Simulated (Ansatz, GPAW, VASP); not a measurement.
GaSb: 4 runs at one level of theory

```
Sb Ga
1.0
     0.00000    3.05900    3.05900
     3.05900    0.00000    3.05900
     3.05900    3.05900    0.00000
Sb Ga
1 1
Direct
  0.75000 0.75000 0.75000
  0.00000 0.00000 0.00000
```

Alike in all runs: task single point; functional PBE; k mesh 8 × 8 × 8; occupations gaussian, width 0.016 eV; no spin polarisation; no spin-orbit coupling. Pressure is positive in compression and, in plane waves, holds the error of the finite cutoff, which Ansatz's Pulay term estimates and takes out.

```csv
program and potentials,plane-wave cutoff (eV),notes,band gap (eV),pressure (GPa)
"Ansatz, Ansatz PAW",420,14 valence electrons an atom on average; Pulay term of +0.04 GPa included,0.03,2.29
"Ansatz, all-electron LAPW, scalar-relativistic",-,-,0.04,2.30
"VASP, PBE PAW files Ga_d, Sb, 520 eV",520,9 valence electrons an atom on average,0.04,2.37
"GPAW, GPAW PAW data sets (gpaw-data 1.2.1)",600,9 valence electrons an atom on average,0.09,2.31
```

The band gap spans 0.03 (Ansatz, Ansatz PAW) to 0.09 eV (GPAW, GPAW PAW data sets (gpaw-data 1.2.1)), with all-electron results at 0.04. The pressure spans 2.29 (Ansatz, Ansatz PAW) to 2.37 GPa (VASP, PBE PAW files Ga_d, Sb, 520 eV), with all-electron results at 2.30. Spin-orbit coupling, left out here, moves the band edges of heavy atoms.

Differences between rows come from potentials, basis sets and numerical settings, since the functional is the same but for its coding. Runs on potential files found faulty are left out.

All four runs put GaSb at the edge of losing its gap, whereas the real crystal is a clear semiconductor. The main cause is the semilocal functional, which lacks the derivative discontinuity and also places the Ga 3d shell too high, so that p-d repulsion pushes up the Sb p-like valence top. The positive pressure in every row shows that PBE favours a larger cell, in line with its usual underbinding of such semiconductors. The two findings are linked: the conduction edge at the zone centre is s-like and antibonding, and falls as the bonds lengthen, so relaxing the cell within PBE would probably close the remaining gap.

The codes agree closely on the pressure. GPAW gives the largest gap, 0.09 eV, but VASP, with the same number of valence electrons, matches the all-electron value, so the electron count alone doesn't explain the difference. The agreement supports the numerical soundness of the PBE result, not its use for optical or transport properties.
